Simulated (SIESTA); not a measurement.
The system is Pb.

```xyz
1
Lattice="0.0000 2.4750 2.4750 2.4750 0.0000 2.4750 2.4750 2.4750 0.0000" Properties=species:S:1:pos:R:3 pbc="T T T"
Pb    0.0000    0.0000    0.0000
```

```yaml
Program: SIESTA 5.4.2
Task: relaxation of cell and atoms
Functional: PBE
Potentials_or_basis: PseudoDojo 0.4 standard (PBE files)
Basis: TZP (energy shift 0.003 Ry; two zetas on semicore shells)
Grid_cutoff: 500 Ry
Energy_shift: 0.003 Ry
k_mesh: 6 × 6 × 6
Occupations: fermi-dirac, width 0.05 eV
Spin: no spin polarisation
```

At the start: pressure 4.0 GPa; volume 30.32 Å³/atom.

Problem. How do energy, volume and symmetry change on relaxing?

Solution. Over 3 steps the energy falls by 23.5 meV/atom and the volume is 33.14 Å³/atom (+9.3 %); space group Fm-3m (No. 225, to 0.05 Å).

Step by step:
| step | energy change (eV) | largest force (eV/Å) | pressure (GPa) | volume (Å³) |
| --- | --- | --- | --- | --- |
| 1 | 0.0000 | 0.0000 | 3.95 | 30.32 |
| 2 | -0.0172 | 0.0000 | 2.12 | 31.39 |
| 3 | -0.0235 | 0.0000 | -0.06 | 33.14 |

Final structure:
```
Pb
1.0
     0.00015    2.54940    2.54940
     2.54940    0.00015    2.54940
     2.54940    2.54940    0.00015
Pb
1
Direct
  0.00000 0.00000 0.00000
```

Caveat: the k mesh is coarse (spacing up to 0.37 Å⁻¹), so the values aren't converged; the basis of atomic orbitals isn't converged, which shifts pressures, moduli and gaps.
